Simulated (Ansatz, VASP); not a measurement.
**Ru: VASP beside Ansatz**

```
Ru
1.0
     0.00000    2.76909    2.76909
     2.76909    0.00000    2.76909
     2.76909    2.76909    0.00000
Ru
2
Direct
  0.12500 0.12500 0.12500
  0.87500 0.87500 0.87500
```

The cell was built by a generator and needn't be a form met in nature.

Alike in both runs: functional BLYP; k mesh 10 × 10 × 10; occupations fermi-dirac, width 0.1 eV; no spin polarisation.

Ansatz relaxed the structure, and its values are those at the end. VASP's run is a single point on that final structure, the one shown.

|  | VASP | Ansatz |
| --- | --- | --- |
| version | VASP 6.6.1 | Ansatz 0.2.0 |
| potentials or method | VASP PAW PBE potentials, release 64 (Ru_pv) | plane waves (420 eV) with PAW, scalar-relativistic |
| plane-wave cutoff (eV) | 520 | 420 |
| valence electrons in the cell | 28 | 32 |

```tsv
	VASP	Ansatz	Ansatz less VASP
pressure (GPa)	0.6	0.0	-0.56
```

With one functional, cell and mesh, what is left measures potentials, basis and numerics. The two sets of potentials don't hold the same shells in valence.

Caveats: the PAW data sets were made with another functional, which shifts forces and pressure a little (VASP).
